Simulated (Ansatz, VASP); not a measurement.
Au: VASP beside Ansatz

```xyz
1
Lattice="0.0000 2.0419 2.0419 2.0419 0.0000 2.0419 2.0419 2.0419 0.0000" Properties=species:S:1:pos:R:3 pbc="T T T"
Au    0.0000    0.0000    0.0000
```

Alike in both runs: functional PBEsol; k mesh 18 × 18 × 18; occupations gaussian, width 0.1 eV; no spin polarisation.

Ansatz relaxed the structure, and its values are those at the end. VASP's run is a single point on that final structure, the one shown.

|  | VASP | Ansatz |
| --- | --- | --- |
| version | VASP 6.6.1 | Ansatz 0.2.0 |
| potentials or method | VASP PAW PBE potentials, release 64 (Au) | scalar-relativistic, plane waves, PAW |
| plane-wave cutoff (eV) | 520 | 420 |
| valence electrons in the cell | 11 | 19 |

Ansatz gave:

| Quantity | Value |
| --- | --- |
| gap on the k mesh at the Fermi level (eV) | none |
| pressure (GPa) | 0.0 |

Q: Which values does VASP return?

A: gap on the k mesh at the Fermi level (eV): none; pressure (GPa): -0.3.

A gap of «none» marks a metal or a gap that the smearing closes. With one functional, cell and mesh, what is left measures potentials, basis and numerics. The two sets of potentials don't hold the same shells in valence.

Caveats: the PAW data sets were made with another functional, which shifts forces and pressure a little (VASP). The runs have no spin-orbit coupling, so splittings on Au are missing.
